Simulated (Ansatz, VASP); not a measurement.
# TiSi2: VASP beside Ansatz

```
CELL_PARAMETERS angstrom
0.00000 4.11752 4.26290
2.38951 0.00000 4.26290
2.38951 4.11752 0.00000
ATOMIC_POSITIONS crystal
Ti 0.75000 0.75000 0.75000
Ti 0.50000 0.50000 0.50000
Si 0.41257 0.08743 0.41257
Si 0.08743 0.41257 0.08743
Si 0.16257 0.83743 0.16257
Si 0.83743 0.16257 0.83743
```

The cell is a database's computed one.

Alike in both runs: task single point; functional PBE; k mesh 7 × 7 × 7; occupations gaussian, width 0.014 eV; no spin polarisation.

|  | VASP | Ansatz |
| --- | --- | --- |
| version | VASP 6.6.1 | Ansatz 0.2.0 |
| potentials or method | VASP PAW PBE potentials, release 64 (Ti_sv, Si) | Ansatz PAW |
| plane-wave cutoff (eV) | 520 | 420 |
| valence electrons in the cell | 40 | 40 |

Ansatz gave:

| Property | Result |
| --- | --- |
| gap on the k mesh at the Fermi level (eV) | none |
| pressure (GPa) | 2.1 |
| largest component of the traceless stress (GPa) | 1.25 |
| rms of the force components (eV/Å) | 0.006 |

Task: Which values does VASP return?

Result: gap on the k mesh at the Fermi level (eV): none; pressure (GPa): 2.0; largest component of the traceless stress (GPa): 1.25; rms of the force components (eV/Å): 0.006.

Atom by atom the forces differ by 0.000 eV/Å (rms over components). A gap of «none» marks a metal or a gap that the smearing closes. With one functional, cell and mesh, what is left measures potentials, basis and numerics.
